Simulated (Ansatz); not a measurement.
**Li2Se under changes of volume**

One of the cells (18.045 Å³/atom); the others are scaled copies at fixed shape and fractional positions:

```
CELL_PARAMETERS angstrom
0.00000 3.00250 3.00250
3.00250 0.00000 3.00250
3.00250 3.00250 0.00000
ATOMIC_POSITIONS crystal
Se 0.00000 0.00000 0.00000
Li 0.75000 0.75000 0.75000
Li 0.25000 0.25000 0.25000
```

* Program: Ansatz 0.2.0
* Functional: r2SCAN
* Potentials or basis: Ansatz PAW
* Cutoff: 500 eV (not typed: the program's choice for these potentials)
* k mesh: 8 × 8 × 8
* Occupations: fermi-dirac, width 0.05 eV
* Spin: no spin polarisation

```csv
volume (Å³/atom),energy over the lowest point (meV/atom),pressure (GPa),gap on the mesh (eV)
16.962,5.30,2.0,3.44
17.323,1.73,1.2,3.45
17.684,0.02,0.4,3.47
18.045,0.00,-0.3,3.48
18.406,?,?,?
18.767,4.41,-1.6,3.51
19.128,8.56,-2.1,3.52
```

Task: What does the run at 18.406 Å³/atom give?

Result: Energy over the lowest point 1.51 meV/atom; pressure -1.0 GPa; gap on the mesh 3.50 eV.

Worked out: A Birch-Murnaghan fit of order 3 (a polynomial in V^(-2/3)) to the other rows has its minimum at 17.87 Å³/atom with B0 = V·E''(V) = 35 GPa and B' = 3.9. It gives 1.51 meV/atom at 18.406 Å³/atom, against the run's 1.51, and -dE/dV = -1.0 GPa, against -1.0. A straight line through the other rows of the gap, of slope 0.686 eV per unit of ln V, gives 3.49 eV, against the run's 3.50.

Energies are extrapolated to zero smearing.

Caveats: the PAW data sets come from PBE, with cores solved anew for the run's functional, which leaves a small shift of forces and pressure.

A mesh can miss the band edges. Spin-orbit coupling on Se is left out.
